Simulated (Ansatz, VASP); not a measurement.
# Si2Ni: VASP and Ansatz over several settings

```xyz
3
Lattice="0.0000 2.7209 2.7209 2.7209 0.0000 2.7209 2.7209 2.7209 0.0000" Properties=species:S:1:pos:R:3 pbc="T T T"
Ni    0.0000    0.0000    0.0000
Si    4.0814    4.0814    4.0814
Si    1.3605    1.3605    1.3605
```

Single points on this cell with VASP 6.6.1 and Ansatz 0.2.0. Each row is one pair of runs. Alike in all rows: spin: collinear, typed start; k mesh: 9 × 9 × 9; smearing: fermi-dirac, width 0.05 eV.

| level | VASP's potentials, cutoff | Ansatz's potentials, cutoff | gap on the k mesh at the Fermi level (eV), VASP | gap on the k mesh at the Fermi level (eV), Ansatz | pressure (GPa), VASP | pressure (GPa), Ansatz | net moment per atom (μB), VASP | net moment per atom (μB), Ansatz |
| --- | --- | --- | --- | --- | --- | --- | --- | --- |
| r2SCAN | VASP PAW PBE potentials, release 64 (Ni, Si), 520 eV | Ansatz PAW, 500 eV | none | none | -4.3 | -4.3 | 0.00 | 0.00 |
| PBE | VASP PAW PBE potentials, release 64 (Ni, Si), 520 eV | Ansatz PAW, 420 eV | none | none | 0.7 | 0.8 | 0.00 | 0.00 |
| LDA | VASP PAW LDA potentials, release 64 (Ni, Si), 520 eV | Ansatz PAW, 420 eV | none | none | -6.9 | -7.1 | 0.00 | 0.00 |

Pressure (GPa): the two programs differ by at most 0.16; net moment per atom (μB): the two programs differ by at most 0.

A gap of «none» marks a metal or a gap that the smearing closes.

Caveats: the PAW data sets were made with another functional, which shifts forces and pressure a little (VASP); the magnetic or orbital state may not be the lowest (Ansatz); the PAW data sets come from PBE, with cores solved anew for the run's functional, which leaves a small shift of forces and pressure (Ansatz); the starting moments weren't kept (Ansatz).
